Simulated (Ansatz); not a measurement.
Does relaxation matter for the field gradients of Zr3N4?

Start: an entry of the Crystallography Open Database (COD), atoms as given.

```
Zr N
1.0
    -3.37000    3.37000    3.37000
     3.37000   -3.37000    3.37000
     3.37000    3.37000   -3.37000
Zr N
6 8
Cartesian
  2.5275 0.0000 1.6850
  1.6850 2.5275 0.0000
  0.8425 0.0000 5.0550
  5.0550 0.8425 0.0000
  0.0000 1.6850 2.5275
  0.0000 5.0550 0.8425
  0.4246 0.4246 0.4246
  -1.2604 1.2604 4.6304
  -0.4246 2.9454 0.4246
  4.6304 -1.2604 1.2604
  0.4246 -0.4246 2.9454
  2.1096 2.1096 2.1096
  2.9454 0.4246 -0.4246
  1.2604 4.6304 -1.2604
```

Sites (sets of like atoms) are named by element and the number of their first atom in this list.

Level of theory: DFT, PBE, plane waves and PAW, scalar-relativistic, 420 eV cutoff, Γ-centred 6×6×6 k-points, Fermi–Dirac smearing 0.02 eV (Ansatz 0.2.0).

The largest force at the start is 0.32 eV/Å. Relaxing the ions at fixed cell moves them by 0.067 Å at most (atom 7, N) and 0.050 Å rms.

| site | atom | moved (Å) | first shell before | first shell after | V_zz before (10²¹ V/m²) | η before |
| --- | --- | --- | --- | --- | --- | --- |
| Zr | 1 | 0.000 | 8 N at 2.19–2.49 Å | 8 N at 2.23–2.44 Å | 14.01 | 0.00 |
| N | 7 | 0.067 | 6 Zr at 2.19–2.49 Å | 6 Zr at 2.23–2.44 Å | 0.89 | 0.00 |

Task: What are V_zz and η after the relaxation?

Result: 

| site | atom | V_zz after | η after | change of V_zz |
| --- | --- | --- | --- | --- |
| Zr | 1 | 9.98 | 0.00 | -4.03 |
| N | 7 | 0.57 | 0.00 | -0.32 |

The largest change of V_zz is on Zr, from 14.01 to 9.98. In per cent, |V_zz| changes by -29 on Zr, -35 on N (all sites that start above 0.5).

Without spin–orbit coupling (the program notes it for Zr) the gradients can shift somewhat, as the gap is small. With a gap of 0.7 eV on this mesh, small gradients can still move by 0.1 × 10²¹ V/m² or more as the k-mesh gets denser.
